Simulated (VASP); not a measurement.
A run of VASP 6.6.1:

Contents of INCAR:

```
PREC     = Accurate       # precision mode
ENCUT    = 600            # plane-wave cutoff, eV
EDIFF    = 1E-6           # SCF threshold, eV
ISMEAR   = -1             # smearing method
SIGMA    = 0.05           # smearing width, eV
LREAL    = False          # projectors in reciprocal space
LASPH    = True           # aspherical terms in the spheres
NELM     = 100            # most SCF steps
ALGO     = Fast           # electronic algorithm
ISIF     = 3              # what is computed and relaxed
LWAVE    = False          # write WAVECAR
LCHARG   = False          # write CHGCAR
GGA      = B5             # functional
ALDAX    = 1.0          
AGGAX    = 1.0          
AGGAC    = 1.0          
ALDAC    = 0.0          
IVDW     = 13             # dispersion correction
VDW_S6   = 1.0          
VDW_S8   = 2.34076671   
VDW_A1   = 0.44488865   
VDW_A2   = 4.0933009    
IBRION   = 2              # ionic algorithm
NSW      = 60             # ionic steps
EDIFFG   = -0.02          # ionic threshold
```

KPOINTS

```
Automatic mesh
0
Gamma
  12 12 12
```

POSCAR

```
Pt
1.0
    0.0000000000      1.9609000000      1.9609000000
    1.9609000000      0.0000000000      1.9609000000
    1.9609000000      1.9609000000      0.0000000000
Pt
1
Direct
    0.0000000000      0.0000000000      0.0000000000
```

Potentials or basis: VASP PAW PBE potentials, release 64 (Pt).

Run with:

```sh
$ cat potpaw_PBE.64/Pt/POTCAR > POTCAR
$ mpirun -np 1 vasp_std > vasp.out
```

Hardware: 1 thread of Intel(R) Xeon(R) Platinum 8488C (Sapphire Rapids), on a shared host.

Problem. Estimate the wall time of this run.

Solution. Wall time 70 s on 1 thread of Intel(R) Xeon(R) Platinum 8488C (Sapphire Rapids) (shared host), peak memory 0.15 GiB. Counts: scf iterations 37, k points 72, ion steps 4.
